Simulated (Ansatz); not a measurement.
## HfN in the PbO-type structure

Level of theory: DFT, PBE, scalar-relativistic, no spin polarisation; plane waves to 420 eV with PAW datasets (Ansatz 0.2.0), 10×10×8 k-mesh, Gaussian smearing of 0.05 eV; PAW files: Ansatz's generated set soft_2.

```xyz
4
Lattice="3.8567 0.0000 0.0000 0.0000 3.8567 0.0000 0.0000 0.0000 4.8185" Properties=species:S:1:pos:R:3 pbc="T T T"
Hf    1.9284    0.0000    0.8523
Hf    0.0000    1.9284    3.9662
N     0.0000    0.0000    0.0000
N     1.9284    1.9284    0.0000
```

This is a trial structure; measured cells of the compound in the Crystallography Open Database are in space group Fm-3m (rock salt).

Path: Γ–X–M–Γ–Z–R–A–Z | X–R | M–A, with Γ = (0.000, 0.000, 0.000), X = (0.000, 0.500, 0.000), M = (0.500, 0.500, 0.000), Z = (0.000, 0.000, 0.500), R = (0.000, 0.500, 0.500), A = (0.500, 0.500, 0.500) in reciprocal vectors of the calculation's cell.

Task: Is it a metal or an insulator, and if it has a gap, where are the band edges on this path?

Result: A metal: bands cross the Fermi level.

Bands as a text map, energy in eV from the Fermi level (dashes), each leg drawn with the same width:
```
  4.86 |* **  *  *       *** *       * * ****         ***      ****        
  4.57 |  *            ** ***   ***   *  **                                
  4.29 | * * *    * ***  *    **   * ** *    *       * **          **      
  4.00 |**  *      *   * *********  *  *      *       *  *                 
  3.71 | ****     *     * * * *************          * ***           *     
  3.43 |** * *   * *    ** * *       *  *  **  *    *****       ***   *    
  3.14 |  *** * *   ***** * *         *   *  *  *  *  *       **   *****   
  2.86 |*   ****             ********* * *    *  **  *  *******        ****
  2.57 | *   ** *          *            * *         *  *       **       *  
  2.29 |    *               *         *  ********  *****         **        
  2.00 |         *        *            *         **** *                  **
  1.71 |  **             * *           *        *    * *                   
  1.43 |          *                   *            ***                     
  1.14 |  **       *    ***             *        ****   *                **
  0.86 | *          *   **  *      ***          ** *     *              ** 
  0.57 |*            * **    ******      *     *                      **   
  0.29 |    *         *                   *****     *             *****    
  0.00 |------------****------------------*----------*----------**-**------
 -0.29 |     *     *   *                 *                     *           
 -0.57 |          *     *               *             *       *            
 -0.86 |      *  *       *            **               *     *             
 -1.14 |   *** **         *        ***                  *****              
 -1.43 |  *   *            *      *                                        
 -1.71 |                 **      *                   **                    
 -2.00 | *              *  **  **                   *  *                   
 -2.29 |*              *    *****     **                *                  
 -2.57 | *          ***          *****  *          *     *         **      
 -2.86 |  ****     *   *                 *      *       *            ***   
        Γ      X      M      Γ      Z      R      A      ZX       RM      A
```

A formal count (Hf⁴⁺, N³⁻) leaves 1 electron a formula unit beyond the anions' closed shells. It goes into the bands above the anion p states, which fits the metal found.

Scalar-relativistic only: spin–orbit splittings of the heavy atoms' levels are missing.
